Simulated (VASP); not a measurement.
Input of a VASP 6.6.1 run:

The input INCAR:

```
  PREC = Accurate
  ENCUT = 600
  EDIFF = 1E-6
  ISMEAR = 0
  SIGMA = 0.03
  LREAL = F
  LASPH = T
  NELM = 80
  ALGO = Normal
  ISIF = 3
  LWAVE = F
  LCHARG = F
  GGA = PE
  IBRION = 2
  NSW = 90
  EDIFFG = -0.01
  KPAR = 2
```

The input KPOINTS:

```
Automatic mesh
0
Gamma
  4 8 6
```

The input POSCAR:

```
GeSe
1.0
   10.7900000000      0.0000000000      0.0000000000
    0.0000000000      3.8200000000      0.0000000000
    0.0000000000      0.0000000000      4.3800000000
Ge Se
4 4
Direct
    0.1210000000      0.7500000000      0.8940000000
    0.6210000000      0.7500000000      0.6060000000
    0.3790000000      0.2500000000      0.3940000000
    0.8790000000      0.2500000000      0.1060000000
    0.8520000000      0.7500000000      0.4970000000
    0.3520000000      0.7500000000      0.0030000000
    0.6480000000      0.2500000000      0.9970000000
    0.1480000000      0.2500000000      0.5030000000
```

Potentials or basis: VASP PAW PBE potentials, release 64 (Ge_d, Se).

Run with:

```sh
$ cat potpaw_PBE.64/Ge_d/POTCAR potpaw_PBE.64/Se/POTCAR > POTCAR
$ mpirun -np 2 vasp_std > vasp.out
```

Q: Estimate the band gap on the k mesh.

A: 0.84 eV, indirect (least direct gap 0.94 eV).

Q: Estimate the space group after relaxing (to 0.05 Å).

A: Pnma (No. 62).

Q: Estimate the relaxed cell.

A: a = 11.181 Å, b = 3.889 Å, c = 4.509 Å, α = 90.00°, β = 90.00°, γ = 90.00°.

Forces on the atoms (eV/Å):
```
Ge   0.006  0.000 -0.007
Ge   0.006  0.000  0.007
Ge  -0.006  0.000 -0.007
Ge  -0.006  0.000  0.007
Se   0.002  0.000 -0.001
Se   0.002  0.000  0.001
Se  -0.002  0.000 -0.001
Se  -0.002  0.000  0.001
```

A k mesh can miss the band edges. PBE usually gives volumes a little too large and moduli too small.
